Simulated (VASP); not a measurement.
Here is a VASP 6.6.1 calculation.

File INCAR:

```
SYSTEM = CdSe
PREC = Accurate
ENCUT = 600
EDIFF = 1E-7
ISMEAR = 0
SIGMA = 0.02
LREAL = .FALSE.
LASPH = .TRUE.
NELM = 100
ALGO = Fast
ISIF = 3
LWAVE = .FALSE.
LCHARG = .FALSE.
IBRION = 2
NSW = 70
EDIFFG = -0.005
```

KPOINTS

```
regular mesh
0
G
  9 9 6
  0 0 0
```

POSCAR

```
CdSe
1.0
    4.3825548650      0.0000000000      0.0000000000
   -2.1912774325      3.7954038465      0.0000000000
    0.0000000000      0.0000000000      7.1556282907
Cd Se
2 2
Direct
    0.3333333333      0.6666666667      0.0046130453
    0.6666666667      0.3333333333      0.5046130453
    0.3333333333      0.6666666667      0.3803869547
    0.6666666667      0.3333333333      0.8803869547
```

Potentials or basis: VASP PAW LDA potentials, release 64 (Cd, Se).

The run is started by

```bash
$ cat potpaw_LDA.64/Cd/POTCAR potpaw_LDA.64/Se/POTCAR > POTCAR
$ mpirun -np 1 vasp_std > vasp.out
```

(1) What does it give for the relaxed volume?

(2) What does it give for the relaxed cell?

## Answers

(1) 27.33 Å³/atom.

(2) a = 4.260 Å, b = 4.260 Å, c = 6.955 Å, α = 90.00°, β = 90.00°, γ = 120.00°.
